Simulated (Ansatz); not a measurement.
BaO (space group Fm-3m) relaxed with several functionals in Ansatz (plane waves to 420 eV, scalar-relativistic PAW, no spin-orbit coupling, symmetry kept). The database cell has 20.80 Å³/atom; its temperature or method isn't stated, so the comparison with it is no error of the functional. No moments.

```csv
functional,conventional cell,V (Å³/atom),against the database cell (%),gap on mesh (eV),largest moment (μB)
PBE,"a = 5.573 Å, b = 5.573 Å, c = 5.573 Å, α = 90.00°, β = 90.00°, γ = 90.00°",21.64,4.1,2.10,0.00
LDA,"a = 5.434 Å, b = 5.434 Å, c = 5.434 Å, α = 90.00°, β = 90.00°, γ = 90.00°",20.06,-3.5,1.69,0.00
PBE+D3(BJ),"a = 5.529 Å, b = 5.529 Å, c = 5.529 Å, α = 90.00°, β = 90.00°, γ = 90.00°",21.12,1.6,2.02,0.00
```